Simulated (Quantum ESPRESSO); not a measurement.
PbSe (Clausthalite) in Quantum ESPRESSO: the effect of functional

Crystal: PbSe (Clausthalite).

```
Pb Se
1.0
     0.00000    3.06065    3.06065
     3.06065    0.00000    3.06065
     3.06065    3.06065    0.00000
Pb Se
1 1
Direct
  0.00000 0.00000 0.00000
  0.50000 0.50000 0.50000
```

Alike in all runs:

* Program: Quantum ESPRESSO 7.5
* Task: dielectric tensor
* Cutoff: 612 eV
* Density cutoff: 4898 eV
* k mesh: 6 × 6 × 6, shifted
* Occupations: fermi-dirac, width 0.05 eV
* Spin: no spin polarisation

Q: One run gave: pressure -2.3 GPa; dielectric constant 22.99 mean. Which functional did it use?
A. PBEsol
B. AM05
C. LDA
D. BLYP
E. PBE

A: C.

| functional | potentials or basis | pressure (GPa) | dielectric constant (mean) |
| --- | --- | --- | --- |
| LDA | GBRV 1.5 LDA | -2.3 | 22.99 |
| PBE | GBRV 1.5 PBE | 2.3 | 20.90 |
| PBEsol | GBRV 1.5 PBEsol | -0.6 | 22.22 |
| WC | GBRV 1.5 PBE | -0.5 | 22.44 |
| BLYP | GBRV 1.5 PBE | 5.8 | 19.94 |
| AM05 | GBRV 1.5 PBE | 0.0 | 21.56 |

Caveats: the potentials were made for another functional, which shifts forces and pressure (some runs); the cell is more than 3 GPa from zero pressure, which shifts response properties (some runs).

Not every run made on this cell is shown here.
